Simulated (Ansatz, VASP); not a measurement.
**Two plane-wave programs on Sr**

File INCAR:

```
SYSTEM = Sr
  PREC = Accurate
  ENCUT = 600
  EDIFF = 1E-6
  ISMEAR = 0
  SIGMA = 0.1
  LREAL = .FALSE.
  LASPH = .TRUE.
  NELM = 100
  ALGO = Normal
  ISIF = 3
  LWAVE = .FALSE.
  LCHARG = .FALSE.
  GGA = PE
  IBRION = 2
  NSW = 100
  EDIFFG = -0.005
```

The input KPOINTS:

```
Automatic mesh
0
G
  12 12 6
  0 0 0
```

File POSCAR:

```
Sr
1.0
    4.3100000000      0.0000000000      0.0000000000
   -2.1550000000      3.7325694903      0.0000000000
    0.0000000000      0.0000000000      7.0500000000
Sr
2
Direct
    0.3333333333      0.6666666667      0.2500000000
    0.6666666667      0.3333333333      0.7500000000
```

Input for Ansatz:

```yaml
crystal:
  lattice:
    - [4.31, 0.0, 0.0]
    - [-2.155, 3.7325694903, 0.0]
    - [0.0, 0.0, 7.05]
  atoms:
    - { symbol: Sr, position: [0.3333333333, 0.6666666667, 0.25] }
    - { symbol: Sr, position: [0.6666666667, 0.3333333333, 0.75] }
basis:
  ecutwfc: 420
kpoints:
  mp_grid: { grid: [12, 12, 6] }
hamiltonian:
  xc: pbe
scf:
  occupations: { method: gaussian, width: 0.1 }
output:
  forces: true
  stress: true
  eigenvalues: true
relax:
  adjacent_minimum: "off"
  f_tol: 0.005
  max_steps: 80
  cell: { stress_tol: 0.05 }
```

This isn't the form of Sr at room conditions, which is fcc.

Alike in both runs: task relaxation of cell and atoms; functional PBE; k mesh 12 × 12 × 6; occupations gaussian, width 0.1 eV; no spin polarisation.

```csv
,VASP,Ansatz
version,VASP 6.6.1,Ansatz 0.2.0
potentials or method,"VASP PAW PBE potentials, release 64 (Sr_sv)","scalar-relativistic, plane waves, PAW"
plane-wave cutoff (eV),600,420
valence electrons in the cell,20,20
```

|  | VASP | Ansatz | Ansatz less VASP |
| --- | --- | --- | --- |
| gap on the k mesh at the Fermi level, each at its own relaxed structure (eV) | none | none | - |
| relaxed volume (Å³/atom) | 55.42 | 55.31 | -0.105 |
| relaxed cell length with the largest relative difference (Å) | 7.018 | 7.013 | -0.0048 |
| energy change over the relaxation (meV/atom) | -1 | -1 | -0.1 |

A gap of «none» marks a metal or a gap that the smearing closes.
